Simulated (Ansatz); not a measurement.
# GaSb (F-43m) in Ansatz: single point with PBE

Aim: the single point of GaSb with PBE.

Program: Ansatz 0.2.0. These are calculated values, not measurements. Logs are shortened: lines on timing, memory, paths and dates and some standing lists are left out, and cuts for length are marked.

### Step 1. The cell of the first run

It takes space group F-43m (No. 216, cubic). The conventional cell has a = 6.118 Å, b = 6.118 Å, c = 6.118 Å, α = 90.00°, β = 90.00°, γ = 90.00°. Around Sb (site symmetry -43m) lie 4 Ga at 2.65 Å. Ga (site symmetry -43m) has 4 Sb at 2.65 Å as nearest neighbours.

### Step 2. Single point, PBE (the cell as VASP's run set it)

The input, input.yaml:

```yaml
crystal:
  lattice:
    - [4.32607929, 0.0, 0.0]
    - [2.163039645, 3.7464945639, 0.0]
    - [2.163039645, 1.2488315213, 3.5322289491]
  atoms:
    - { symbol: Sb, position: [0.75, 0.75, 0.75] }
    - { symbol: Ga, position: [0.0, 0.0, 0.0] }
kpoints:
  mp_grid: { grid: [8, 8, 8] }
scf:
  occupations: { method: gaussian, width: 0.05 }
hamiltonian:
  xc: pbe
  pseudopotentials: { kind: all_electron, lapw: { basis_error: 0.001 } }
output:
  forces: true
  stress: true
  eigenvalues: true
```

Potentials or basis: all-electron LAPW, scalar-relativistic.

Started as:

```console
$ ansatz run input.yaml --threads 1 --pin off --max-ram 3072MiB --backend cpu --events-out ev --progress --plain --runs-dir out
```

Standard output:

```text
Warning: RAYON_NUM_THREADS=1 ignored (pool sized by the plan → 1); use --threads N
LAPW: plane waves up to 8.544 Å⁻¹, error target 1.0e-3 eV per atom; small_component_spin mean_spin; Ga in spheres of 1.300 Å, 21 of its electrons in bands, Dirac shells []; Sb in spheres of 1.350 Å, 23 of its electrons in bands, Dirac shells [] (how accurate: hamiltonian.pseudopotentials.lapw.basis_error, Limitations)
Engine: ansatz 0.2.0, x86_64-unknown-linux-gnu
Pseudopotentials: kind: all_electron
Pseudopotential: Sb, LAPW, valence charge 23, lapw/all_electron/scalar/gaussian/Sb, Koelling and Harmon's equation, gaussian nucleus
Pseudopotential: Ga, LAPW, valence charge 21, lapw/all_electron/scalar/gaussian/Ga, Koelling and Harmon's equation, gaussian nucleus
Functional definition: PBE
  parameter kappa = 0.804
  parameter beta = 0.06672455060314922
  exchange = pbe_x(kappa = kappa, mu = beta*pi^2/3)
  correlation = pbe_c(beta = beta)
Crystal: 2 atoms, lattice volume = 57.249 Å³
Basis set: ecut = 278.12023651270306 eV, 609 PW (Γ), exchange–correlation at level 2
Bands: 27, of which v1, the nominal top of the filled ones, is band 22 counted from 1 (21 counted from 0)
Symmetry: 24 space group operations
Space group: F-43m (ITA 216), of the structure as read, at distance tolerance 3.9e-5 Å
k-points: 29 of 512 (time reversal used)
Non-local potential: Sb, projectors of the file, none
Non-local potential: Ga, projectors of the file, none
Initial density: superposition of atomic densities (chi_scale 0.1, normalization cell, long waves kept (reshape's long-wave potential 0.00 eV rms))
Initial wavefunctions: plane waves of lowest kinetic energy (no species holds an atomic orbital)
Functional: x = pbe(κ = 0.804, μ = 0.2195149727645171), c = pbe(β = 0.06672455060314922)
iter 1 solved again at ethr=6.78e-4 eV; its pass at ethr=1.00e-1 eV (dr2=2.98e-1 eV) is discarded
SCF iter   1: F=—  HF=-229268.400760 eV  |F-HF|=—  |Δ(HF+E_count)|=         —  Δρ=2.11e-2  dr2=3.00e-1  ethr=6.78e-4  ⟨swp⟩=2.7  Hψ=5041  notcnv=0
preconditioner: auto → none  [insulator: Δε(μ)=0.085 eV  Ē_g=15.096 eV  σ=0.050 eV  W_gap=0.75  n_scr=14 (ndim 8)  ℏωp=20.8 eV  f_vac=0.121  D(μ)=0.07/eV (n_scr^D=0)  ε∞_Penn≈2.9]
SCF iter   2: F=—  HF=-229268.351969 eV  |F-HF|=—  |Δ(HF+E_count)|=   4.88e-2  Δρ=9.70e-3  dr2=6.15e-2  ethr=6.78e-4  ⟨swp⟩=2.0  Hψ=2320  notcnv=0
iter 3 solved again at ethr=1.33e-5 eV; its pass at ethr=1.40e-4 eV (dr2=5.86e-3 eV) is discarded
SCF iter   3: F=—  HF=-229268.355820 eV  |F-HF|=—  |Δ(HF+E_count)|=   3.85e-3  Δρ=2.79e-3  dr2=5.88e-3  ethr=1.33e-5  ⟨swp⟩=2.0  Hψ=3916  notcnv=0
SCF iter   4: F=—  HF=-229268.343806 eV  |F-HF|=—  |Δ(HF+E_count)|=   1.20e-2  Δρ=4.47e-4  dr2=7.61e-5  ethr=1.33e-5  ⟨swp⟩=2.0  Hψ=2185  notcnv=0
SCF iter   5: F=—  HF=-229268.343949 eV  |F-HF|=—  |Δ(HF+E_count)|=         —  Δρ=1.09e-4  dr2=5.58e-6  ethr=1.73e-7  ⟨swp⟩=3.0  Hψ=2293  notcnv=0
the basis was enlarged: its passes take 123.1 KiB over the memory plan, 1 of 1 planned eigensolver slots
SCF iter   6: F=—  HF=-229268.343960 eV  |F-HF|=—  |Δ(HF+E_count)|=   1.11e-5  Δρ=2.00e-5  dr2=3.82e-7  ethr=1.27e-8  ⟨swp⟩=3.0  Hψ=2292  notcnv=0
SCF iter   7: F=-229268.343961 eV  HF=-229268.343961 eV  |F-HF|=5.79e-8  |Δ(HF+E_count)|=   2.45e-7  Δρ=6.98e-6  dr2=2.77e-8  ethr=8.68e-10  ⟨swp⟩=3.0  Hψ=2293  notcnv=0
SCF 1 converged in 7 iterations: F = -229268.343961 eV  dr2 = 2.77e-8
SCF converged after 7 iterations
Free energy (F): -229268.343961 eV
Harris-Foulkes:  -229268.343961 eV  (|F-HF|=5.79e-8)
Internal energy: -229268.343807 eV  (E = F + TS)
E sigma→0 (E₀):  -229268.343884 eV
Entropy (-TS):   -0.000154 eV (-0.077 meV/atom)
Fermi energy:    9.816506 eV
--- Per-component energies (eV) ---
  E_band       = -1771.256945
  E_kinetic    = 239813.643019
  E_xc         = -6703.719961
  E_electrostatic = -462378.266864  (all electrons and nuclei)
  E_smearing   = -0.000154  (= −TS)
  E_closure    = 0.000000  (closes the sum)
  E_atoms      = -229261.009040  (free atoms, spherical and without spin; not in F)
  Σ components = -229268.343961   (vs F -229268.343961, Δ=0.00e0)
  Basis errors (estimates in eV, not in F): energy 4.4e-4 per atom: plane waves 3.9e-4 (2.3e-4 summed), levels above the bands 0.0e0, relativity 3.7e-8, radial functions 4.3e-5, core shells 4.6e-8; eigenvalues (radial functions only) 9.2e-7; not estimated: angular momenta, meshes, grids; target (lapw.basis_error) 1.0e-3; muffin-tin radii Ga 1.300 Å, Sb 1.350 Å
--- Forces (eV/Å), atoms counted from 1 ---
  atom   1  Sb    -0.00000000    -0.00000000    -0.00000000
  atom   2  Ga    -0.00000000     0.00000000     0.00000000
  max |Σ_I F_I| component: 7.52e-18 eV/Å
--- Stress (GPa, compression-positive) ---
        2.325620       0.000000      -0.000000
        0.000000       2.325620      -0.000000
       -0.000000      -0.000000       2.325620
  P = ⅓ Tr σ = 2.3256 GPa (23.256 kbar)
--- Band table (eV; the first three rows and the last of 29) ---
  k-point 0: bands = ["-134.1830", "-134.0857", "-87.1525", "-87.1525", "-87.1525", "-84.8154", "-84.8154", "-84.8154", "-18.9836", "-18.9836", "-18.9836", "-18.9643", "-18.9643", "-5.2138", "-5.2138", "-5.2138", "-5.1648", "-5.1648", "-1.6955", "9.7807", "9.7807", "9.7807", "9.8194", "12.5691", "12.5691", "12.5691", "15.5964"]
  k-point 1: bands = ["-134.1830", "-134.0857", "-87.1525", "-87.1525", "-87.1525", "-84.8154", "-84.8154", "-84.8154", "-18.9835", "-18.9832", "-18.9832", "-18.9642", "-18.9642", "-5.2181", "-5.2119", "-5.2119", "-5.1650", "-5.1650", "-1.5355", "7.7759", "9.5284", "9.5284", "10.8168", "12.9152", "12.9152", "13.2152", "16.4248"]
  k-point 2: bands = ["-134.1830", "-134.0857", "-87.1525", "-87.1525", "-87.1525", "-84.8154", "-84.8154", "-84.8154", "-18.9833", "-18.9822", "-18.9822", "-18.9639", "-18.9639", "-5.2283", "-5.2076", "-5.2076", "-5.1654", "-5.1654", "-1.0799", "5.7607", "9.0811", "9.0811", "10.5945", "13.4338", "13.4338", "14.9907", "16.9925"]
  k-point 28: bands = ["-134.1830", "-134.0857", "-87.1525", "-87.1525", "-87.1525", "-84.8154", "-84.8154", "-84.8154", "-18.9830", "-18.9814", "-18.9777", "-18.9648", "-18.9623", "-5.2539", "-5.1952", "-5.1906", "-5.1706", "-5.1655", "0.7963", "3.1163", "6.4391", "6.6605", "13.4708", "14.1162", "14.2036", "14.5546", "19.7369"]
```

It took 14 s on 1 thread of Intel Xeon at 2.70GHz, shared host; peak memory 0.33 GiB.

Results:

```yaml
Free_energy: -229268.3440 eV
Pressure: 2.3 GPa
Band_gap_on_the_k_mesh: 0.04 eV, direct
```

Levels at points of the mesh, in eV from the valence-band top:
```tsv
k point	band 19	band 20	band 21	band 22	band 23	band 24	band 25	band 26
(0.00, 0.00, 0.00)	-11.48	0.00	0.00	0.00	0.04	2.79	2.79	2.79
(0.00, 0.00, -0.50)	-9.85	-6.36	-1.15	-1.15	0.41	3.76	3.76	6.48
(0.00, -0.50, -0.50)	-9.03	-6.80	-2.57	-2.57	0.92	1.26	8.72	8.72
```

Caveat: spin-orbit coupling is left out, which moves the levels of the heavy elements. A k mesh can miss the band edges.
